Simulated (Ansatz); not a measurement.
Crystal: Ta.

```
Ta
1.0
    -1.65128    1.65128    1.65128
     1.65128   -1.65128    1.65128
     1.65128    1.65128   -1.65128
Ta
1
Direct
  0.00000 0.00000 0.00000
```

Program: Ansatz 0.2.0. Alike in all runs: potentials or basis Ansatz PAW; cell as given; cutoff (eV) 420.

Order these runs on this cell by their pressure, lowest first.
A. level LDA; spin off; k mesh 11 × 11 × 11; smearing fermi-dirac 0.05 eV; points for each segment of the path 14; mesh quality not flagged
B. level HF; spin off; k mesh 6 × 6 × 6; smearing fermi-dirac 0.05 eV; mesh quality coarse
C. level PBEsol; spin SOC, no magnetisation; k mesh 8 × 8 × 8; smearing fermi-dirac 0.05 eV; points for each segment of the path 14; mesh quality not flagged
D. level PBE; spin off; k mesh 11 × 11 × 11; smearing gaussian 0.02 eV; mesh quality not flagged
E. level HSEsol; spin off; k mesh 6 × 6 × 6; smearing fermi-dirac 0.05 eV; points for each segment of the path 4; mesh quality coarse

A (-9.4 GPa), C (-5.9 GPa), E (0.1 GPa), D (2.1 GPa), B (17.4 GPa).

Caveats: some runs use coarse meshes; the PAW data sets come from PBE, with cores solved anew for the run's functional, which leaves a small shift of forces and pressure (some runs); the thresholds are loose for stress (some runs); so large a pressure means that the cell lies far from this level's equilibrium, or that cutoff or potentials fall short (some runs).
